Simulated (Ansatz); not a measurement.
A run of Ansatz 0.2.0 is set up as follows.

input.yaml

```yaml
crystal:
  lattice:
    - [1.51768211, 0.87623418, 2.51579458]
    - [-1.51768211, 0.87623418, 2.51579458]
    - [0.0, -1.75246835, 2.51579458]
  atoms:
    - { symbol: Fe, position: [0.0, 0.0, 0.0], spin: 3.8 }
    - { symbol: O, position: [0.5, 0.5, 0.5] }
hamiltonian:
  xc: pbe
  pseudopotentials: { kind: paw }
magnetization:
  spin_polarized: true
  initial_magnetization: 3.8
  spin_locking: { lock_magnetization: hard }
kpoints:
  mp_grid: { grid: [9, 9, 9] }
scf:
  occupations: { method: fermi_dirac, width: 0.05 }
  lower_state_search: "off"
output:
  forces: true
  stress: true
  eigenvalues: true
```

Potentials or basis: Ansatz PAW.

Run with:

```console
$ ansatz run input.yaml --threads 2 --pin off --max-ram 5632MiB --backend cpu --events-out ev --progress --plain --runs-dir out
```

Task: What does it give for the pressure?

Result: -3.2 GPa.

Stress tensor (GPa, compression positive):
```
-2.86  0.00  0.00
 0.00 -2.86  0.00
 0.00  0.00 -3.77
```

Caveat: the pressure holds a Pulay correction of +0.6 GPa for the finite cutoff; the total moment is fixed, so each spin has its own Fermi level; a cell with one magnetic atom can't hold antiferromagnetic order, which such compounds often take; the thresholds are loose for stress.
